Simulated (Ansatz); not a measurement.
The geometry is COD entry 9004178, unchecked; take it as a test cell. The listed cell was then made from it by scaling, straining or moving an atom.

An input for ZnO: DFT, LDA, PAW with Ansatz's default frozen-core files, scalar-relativistic (Ansatz 0.2.0). The PAW files were made with PBE; their cores are remade for this functional.

Command: `ansatz run input.yaml --threads 1 --pin off --max-ram 6144MiB --backend cpu --events-out ev --progress --plain --runs-dir out` The run took 6.8 s on 1 thread of Arm Neoverse V2 (shared host), peak memory 0.38 GiB.

```yaml
crystal:
  lattice:
    - [3.2709185479, 0.0, 0.0]
    - [-1.6354592739, 2.8326985562, 0.0]
    - [0.0, 0.0, 5.238263256]
  atoms:
    - { symbol: Zn, position: [0.3333333333, 0.6666666667, 0.0] }
    - { symbol: Zn, position: [0.6666666667, 0.3333333333, 0.5] }
    - { symbol: O, position: [0.3333333333, 0.6666666667, 0.3821] }
    - { symbol: O, position: [0.6666666667, 0.3333333333, 0.8821] }
kpoints:
  mp_grid: { grid: [11, 11, 6] }
scf:
  occupations: { method: fermi_dirac, width: 0.02 }
hamiltonian:
  xc: lda
  pseudopotentials: { kind: paw }
output:
  forces: true
  stress: true
  eigenvalues: true
  efg: { contact_densities: true }
```

The results part of the log:

```
SCF 1 converged in 7 iterations: F = -7603.837309 eV  dr2 = 4.83e-8
  greatest PAW one-centre occupation: 0.987 electrons in one spin orbital (limit 2), on the Zn atom at site 1 (counted from 0), in its partial waves of l = 2
SCF converged after 7 iterations
Free energy (F): -7603.837309 eV
Harris-Foulkes:  -7603.837309 eV  (|F-HF|=3.02e-8)
Internal energy: -7603.837309 eV  (E = F + TS)
E sigma→0 (E₀):  -7603.837309 eV
Fermi energy:    6.841541 eV
--- Per-component energies (eV) ---
  E_band       = 40.536946
  E_kinetic    = 608.203305
  E_local      = -4037.403797  (includes V_loc(G=0)·N_el)
  E_nonlocal   = 1343.792855
  E_hartree    = 1649.600489
  E_xc         = -412.959112
  E_vxc        = -289.725039  (∫ρ·V_xc dr)
  E_paw        = -3814.948026  (= ΣΔE_a)
  E_vpaw       = -883.545282  (= ΣTr[D̂ρ^β])
  E_aug_tail   = 0.004265  (compensation charges beyond the density's cutoff)
  E_ewald      = -2943.435413
  E_core_change = 3.308126  (= ΣΔE_core)
  E_smearing   = -0.000000  (= −TS)
  E_closure    = 0.000000  (closes the sum)
  Σ components = -7603.837309   (vs F -7603.837309, Δ=0.00e0)
--- Forces (eV/Å), atoms counted from 1 ---
  atom   1  Zn     0.00000000    -0.00000000     0.03878549
  atom   2  Zn    -0.00000000     0.00000000     0.03878549
  atom   3  O     -0.00000000     0.00000000    -0.03881943
  atom   4  O      0.00000000    -0.00000000    -0.03881943
  max |Σ_I F_I| component: 6.79e-5 eV/Å
--- Stress (GPa, compression-positive) ---
       -9.724440       0.000000       0.000000
        0.000000      -9.724440      -0.000000
        0.000000       0.000000      -9.000482
  P = ⅓ Tr σ = -9.4831 GPa (-94.831 kbar)
--- PAW observables at the nuclei: V_zz in 10²¹ V/m², potentials from the cell's mean, atoms counted from 1 ---
  atom   1  Zn V_zz =    +0.718642   η = 0.0000   by run symmetry: allowed
            electrostatic potential = -3944.432858 V   contact ρ = 165728.525708 e/Å³
  atom   2  Zn V_zz =    +0.718642   η = 0.0000   by run symmetry: allowed
            electrostatic potential = -3944.432858 V   contact ρ = 165728.525708 e/Å³
  atom   3  O  V_zz =    -0.352135   η = 0.0000   by run symmetry: allowed
            electrostatic potential = -622.938124 V   contact ρ = 2124.825011 e/Å³
  atom   4  O  V_zz =    -0.352135   η = 0.0000   by run symmetry: allowed
            electrostatic potential = -622.938124 V   contact ρ = 2124.825011 e/Å³
--- Band table (eV; the first three rows and the last of 64) ---
  k-point 0: bands = ["-11.1659", "-10.4214", "0.7930", "0.7930", "0.8746", "0.9665", "0.9695", "0.9695", "1.9076", "1.9076", "2.1135", "2.1135", "2.4065", "5.7085", "5.7085", "6.3947", "6.4790", "6.4790", "7.1843", "11.4696", "14.5230", "19.0348"]
  k-point 1: bands = ["-11.1188", "-10.4742", "0.7988", "0.7988", "0.8256", "0.8334", "0.9510", "0.9510", "1.9267", "1.9267", "2.1057", "2.1057", "2.7312", "5.7612", "5.7612", "5.8230", "6.4286", "6.4286", "7.8414", "11.2581", "14.7130", "19.0398"]
  k-point 2: bands = ["-10.9880", "-10.6159", "0.6677", "0.7164", "0.8189", "0.8189", "0.9060", "0.9060", "1.9752", "1.9752", "2.0793", "2.0793", "3.4295", "5.0338", "5.9043", "5.9043", "6.2904", "6.2904", "8.8301", "10.6705", "15.2978", "17.7175"]
  k-point 63: bands = ["-10.2927", "-10.2927", "0.7553", "0.7553", "1.0587", "1.0587", "1.4974", "1.4974", "1.9444", "1.9444", "2.4047", "2.4047", "2.7579", "2.7579", "3.8742", "3.8742", "5.2880", "5.2880", "13.7327", "13.7327", "14.6581", "14.6581"]
```
